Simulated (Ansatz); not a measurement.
# Charge trapping in glassy Al2O3 (200 atoms), part 4 of 4

Does an extra electron or hole in glassy Al2O3 (200 atoms) stay spread out, or do the atoms trap it?

Ansatz 0.2.0; Kohn-Sham DFT, PBE, PAW (set soft_1), plane waves.

The cell: 80 Al and 120 O. The quench rate of 20 K/ps is many orders above laboratory rates. The starting topology of bonds comes from the classical model. The Brillouin zone is sampled at Γ only, in a cell whose shortest periodic width is 13 Å.

So far. Step 10 (An extra hole, atoms relaxed): The relaxation converged after 11 steps, 0.329 eV below its start, with a largest force component of 0.039 eV/Å. Step 10 (An extra hole, atoms relaxed): An extra hole, atoms relaxed: the energy stands 5.40 eV below that of the reference, with a moment of 1.00 μB.

## (11) An extra hole, levels at the relaxed geometry

A single point at the new geometry gives levels and spin density.

File input.yaml:

```yaml
crystal:
  lattice:
    - [13.0461, 0.0, 0.0]
    - [0.0, 13.0461, 0.0]
    - [0.0, 0.0, 13.0461]
  atoms:
    - { symbol: Al, position: [0.10115, 0.67338, 0.50032] }
    - { symbol: Al, position: [0.39018, 0.05226, 0.30406] }
    - { symbol: Al, position: [0.76324, 0.15726, 0.74434] }
    - { symbol: Al, position: [0.45161, 0.57322, 0.71825] }
    - { symbol: Al, position: [0.91824, 0.6005, 0.43319] }
    - { symbol: Al, position: [0.09085, 0.24083, 0.38297] }
    [... 188 atom lines left out ...]
    - { symbol: O, position: [0.45011, 0.29665, 0.13716] }
    - { symbol: O, position: [0.66038, 0.36471, 0.88374] }
    - { symbol: O, position: [0.63689, 0.5853, 0.89159] }
    - { symbol: O, position: [0.39735, 0.48435, 0.62053] }
    - { symbol: O, position: [0.84411, 0.2611, 0.7855] }
    - { symbol: O, position: [0.09097, 0.05102, 0.46216] }
total_charge: 1
kpoints:
  mp_grid: { grid: [1, 1, 1] }
hamiltonian:
  xc: pbe
  pseudopotentials: { kind: paw, azcp: { folder: soft_1 } }
scf:
  occupations: { method: fermi_dirac, width: 0.01 }
  lower_state_search: "off"
output:
  forces: true
  stress: true
  populations: intrinsic
  dos:
    method: { smearing: { sigma: 0.15 } }
    de: 0.1
    projected: { site_lists: { Al: [Al], O: [O] } }
  eigenvalues: true
  write_density: true
  write_potential: true
  volumetric_format: npy
magnetization:
  spin_polarized: true
  initial_magnetization: 1
```

Started as:

```bash
$ ansatz run input.yaml --threads 8 --pin off --max-ram 15872MiB --backend cpu --events-out ev --progress --plain --runs-dir out
```

Numbers of over 12 decimals in the logs are rounded to 6 here.

What it wrote:

```text
[...]
Crystal: 200 atoms, lattice volume = 2220.456 Å³
Basis set: ecut = 420 eV, 43507 PW (Γ), exchange–correlation on 180×180×180 points (8 copies of the dense FFT grid, shifted against one another)
Bands: 680, of which v1, the nominal top of the filled ones, is band 480 counted from 1 (479 counted from 0)
Symmetry: 1 space group operations
[...]
k-points: 1
[...]
Starting moments: Σ|m| = 1 μB on 200 of 200 sites
[...]
SCF iter   1: F=—  HF=-111475.262028 eV  |F-HF|=—  |Δ(HF+E_count)|=         —  Δρ=6.57e-2 (↑6.52e-2 ↓6.57e-2)  dr2=3.85e2  dr2_m=8.03e-1  M=1.000 μB ∫|m|=1.039 μB  β_m=1.00  ethr=3.10e-3  ⟨swp⟩=6.0  Hψ=5840  notcnv=0  defer=94
[...]
SCF iter   2: F=—  HF=-111390.798626 eV  |F-HF|=—  |Δ(HF+E_count)|=         —  Δρ=2.84e-2 (↑2.84e-2 ↓2.83e-2)  dr2=8.43e1  dr2_m=3.55e-2  M=1.000 μB ∫|m|=1.082 μB  β_m=0.30  ethr=3.10e-3  ⟨swp⟩=2.0  Hψ=2538  notcnv=0  defer=386
[...]
SCF iter   7: F=—  HF=-111370.506526 eV  |F-HF|=—  |Δ(HF+E_count)|=   2.28e-2  Δρ=2.00e-3 (↑1.39e-3 ↓2.00e-3)  dr2=2.57e-1  dr2_m=5.63e-3  M=1.000 μB ∫|m|=1.090 μB  β_m=0.30  ethr=9.46e-5  ⟨swp⟩=1.0  Hψ=1564  notcnv=0  defer=386
[...]
SCF iter   9: F=—  HF=-111370.528853 eV  |F-HF|=—  |Δ(HF+E_count)|=   3.81e-2  Δρ=1.10e-3 (↑1.10e-3 ↓1.09e-3)  dr2=7.99e-2  dr2_m=3.29e-3  M=1.000 μB ∫|m|=1.094 μB  β_m=0.18  ethr=2.68e-5  ⟨swp⟩=2.5  Hψ=1735  notcnv=0  defer=386
[...]
SCF iter  21: F=-111370.621436 eV  HF=-111370.621436 eV  |F-HF|=5.63e-9  |Δ(HF+E_count)|=   2.02e-8  Δρ=5.62e-7 (↑1.72e-7 ↓5.62e-7)  dr2=1.14e-8  dr2_m=1.60e-9  M=1.000 μB ∫|m|=1.103 μB  β_m=0.60  ethr=6.08e-12  ⟨swp⟩=5.0  Hψ=6256  notcnv=0
SCF iter  22: F=-111370.621436 eV  HF=-111370.621436 eV  |F-HF|=1.16e-10  |Δ(HF+E_count)|=   2.08e-9  Δρ=1.16e-7 (↑6.97e-8 ↓1.16e-7)  dr2=5.28e-10  dr2_m=5.13e-11  M=1.000 μB ∫|m|=1.103 μB  ethr=1.19e-12  ⟨swp⟩=4.0  Hψ=5940  notcnv=0
SCF 1 converged in 22 iterations: F = -111370.621436 eV  dr2 = 5.28e-10
[...]
SCF converged after 22 iterations
Magnetization: 1.0000 μB (480.0000 up, 479.0000 down)
Absolute magnetization: 1.1039 μB (∫|ρ↑−ρ↓|, with the PAW one-centre terms)
[...]
Per-site moments (μB) at R_I (Å): [(-1.985740182415059e-5, 0.720160), (-2.4212922295767998e-5, 0.718722), (-6.822020419752345e-8, 0.729632), (-8.62473301714616e-7, 0.699090), (3.7683660198957736e-6, 0.759496), [...]
Free energy (F): -111370.621436 eV
[...]
Internal energy: -111370.621112 eV  (E = F + TS)
E sigma→0 (E₀):  -111370.621274 eV
Entropy (-TS):   -0.000324 eV (-0.002 meV/atom)
Fermi energy:    5.281927 eV
[...]
Σ components = -111370.621436   (vs F -111370.621436, Δ=0.00e0)
--- Forces (eV/Å), atoms counted from 1 ---
  atom   1  Al    -0.00130986     0.00321586     0.00037543
  atom   2  Al     0.00034087     0.00301844     0.00320241
  atom   3  Al    -0.00059543     0.00425418     0.00216404
  atom   4  Al    -0.00045788     0.00499253     0.00532406
[...]
atom 200  O     -0.00244236     0.00125749     0.00004153
  max |Σ_I F_I| component: 8.06e-5 eV/Å
--- Stress (GPa, compression-positive) ---
        1.559124       0.423900       0.302876
        0.423893       1.309126      -0.301862
        0.302876      -0.301867       0.037341
  P = ⅓ Tr σ = 0.9685 GPa (9.685 kbar)
--- Band table (eV) ---
[...]
--- intrinsic populations: 200 sites ---
  site symbol       q [e]    m [muB]
     0     Al      1.6516    -0.0002
     1     Al      1.6627    -0.0006
     2     Al      1.6488    -0.0000
[...]
199      O      6.8754     0.0001
  spilling = 0.000000 (of n_electrons = 959.000000)
```

The job ended after 76 s (8 threads of Intel Xeon at 2.60GHz (Ice Lake), shared host; peak memory 6.8 GiB).

An extra hole, levels at the relaxed geometry: the energy stands 5.40 eV below that of the reference, with a moment of 1.00 μB.

A closer look about O132, which holds the most spin: 12 atoms, nearest first, numbered in the order of the input, with positions taken from that point.

| atom | x | y | z | distance (Å) | intrinsic-atomic-orbital charge (e) | moment (μB) |
| --- | --- | --- | --- | --- | --- | --- |
| O132 | 0.00 | 0.00 | 0.00 | 0.00 | -0.68 | 0.37 |
| Al30 | -1.61 | 0.06 | 0.63 | 1.73 | 1.32 | 0.00 |
| Al22 | 1.63 | 0.51 | 0.54 | 1.80 | 1.28 | 0.00 |
| O169 | 1.60 | 1.62 | -1.04 | 2.51 | -0.85 | 0.07 |
| O97 | -2.10 | 1.11 | -0.82 | 2.52 | -0.83 | 0.10 |
| O103 | 2.24 | -1.01 | -0.64 | 2.54 | -0.89 | 0.03 |
| O102 | -0.99 | -1.09 | 2.28 | 2.72 | -0.86 | 0.04 |
| O192 | 1.07 | 1.53 | 2.10 | 2.81 | -0.87 | 0.00 |
| O164 | 1.90 | -1.04 | 1.82 | 2.83 | -0.88 | 0.01 |
| Al18 | 1.76 | -0.54 | -2.28 | 2.93 | 1.36 | 0.00 |
| Al54 | -1.26 | 1.02 | -2.46 | 2.95 | 1.34 | 0.00 |
| O105 | -2.55 | -1.43 | 0.44 | 2.95 | -0.91 | 0.00 |

The distance from O132 to O97 changes most, from 2.73 Å in the neutral cell to 2.52 Å.

The levels nearest the highest filled one (over half full), pooled over k-points and spins:

| level less the highest filled one (eV) | occupation |
| --- | --- |
| -0.214 | 1 |
| -0.167 | 1 |
| -0.075 | 1 |
| 0 | 0.998 |
| 0.122 | 0.002 |
| 3.35 | 0 |
| 3.35 | 0 |
| 4.66 | 0 |

Spin density in the ab plane at fractional z = 0.321, with atoms of Al and O within 0.2 Å of it.

Ten even steps from '0' (0.00 e/Å³) to '9' (0.19 e/Å³), each cell a mean:
```
0000000000000000000000000000000000000
0000000000000000000000000000000000000
0000000000000000000000000000000000000
0000000000000000000000000000000000000
0000000000000000000000000000000000000
0000000000000000000000000000000000000
0000000000000000000000000000000000000
0000000000000000000000000000000000000
0000000000002993000000000000000000000
0000000000001431000000000000000000000
0000000000000000000000000000000000000
0000000000000000000000000000000000000
0000000000000000000000000000000000000
0000000000000000000000000000000000000
0000000000000000000000000000000000000
0000000000000000000000000000000000000
0000000000000000000000000000000000000
0000000000000000000000000000000000000
0000000000000000000000000000000000000
0000000000000000000000000000000000000
0000000000000000000000000000000000000
0000000000000000000000000000000000000
0000000000000000000000000000000000000
0000000000000000000000000000000000000
```
Columns run along a (13.0 Å), rows up along b (13.0 Å). Atoms in or near the plane, at fractional coordinates: Al at (0.49, 0.70), Al at (0.24, 0.66), Al at (0.79, 0.98), Al at (0.58, 0.49), Al at (0.04, 0.04), O at (0.40, 0.19), O at (0.94, 0.51), O at (0.17, 0.55), O at (0.08, 0.90), O at (0.55, 0.36), O at (0.63, 0.74), O at (0.65, 0.98), O at (0.72, 0.48).

## (12) Neutral at the geometry of the hole

The neutral cell at the new geometry gives the energy of that geometry without the charge.

Input and log are left out; they have the form of those shown for this kind of step.

Elapsed: 27 s, on 8 threads of Intel Xeon at 2.60GHz (Ice Lake), shared host; peak memory 3.8 GiB; 3.2 min of CPU time.

Neutral at the geometry of the hole: the energy stands 0.645 eV above that of the reference.

## (13) Energies and spread of the extra charge

Energies are differences within one cell and functional; the shift is the gain plus the neutral cell's energy at the new geometry, that is how much cheaper the vertical process becomes there. The spread is the participation number of the site moments (1/Σw², over the spin inside atomic spheres), with the atom that holds the largest share and the spin that the spheres hold in all.

| carrier | charged less neutral, atoms held (eV) | gain on relaxing (eV) | neutral cell at that geometry, less the reference (eV) | shift of the vertical energy (eV) | spread, atoms held | spread, relaxed |
| --- | --- | --- | --- | --- | --- | --- |
| electron | 8.531 | 0.010 | 0.006 | 0.016 | - | - |
| hole | -5.069 | 0.329 | 0.645 | 0.974 | 16; O132 16 % of 0.82 μB | 4; O132 45 % of 0.83 μB |

## (14) What came out

The extra electron gains 0.010 eV as the atoms relax: so small a gain shows no trapping at this level. The cell with the electron keeps a moment of only 0.00 μB where one unpaired electron should give 1 μB: the carrier is shared between both spins, which can hide trapping. The extra hole gains 0.33 eV as the atoms relax, and its spin goes from about 16 to 4 atoms: the atoms trap it, with the largest share on O132. The O132–O97 distance goes from 2.73 to 2.52 Å. Adding the two vertical energies gives 3.46 eV, against a gap of 3.08 eV in the neutral cell. The zero of the potential cancels in this sum; the excess isn't taken apart here: charging of a small cell, filling of bands on a coarse mesh and the attraction to the background can all enter.

**Limits.** Single energies of charged cells hang on the program's zero of potential. In the spin-polarised runs the search for a state of lower energy was switched off. No distortion was seeded, so a trapped state behind a barrier can't be found. Local and semilocal functionals favour spread-out charges, so trapping can be missed. Charged cells carry a uniform background, with no correction for images.

The DFT runs together took 17 min of wall time.

[Logs are printed without paths, hosts, clocks, repeated set-up lines and the standing remarks that a program may print on its own settings, such as how far it seeks lower states.]

[Hosts, paths, dates, database ids (printed as entryN), source tags and the programs' standing remarks are cut or masked in the printed files.]
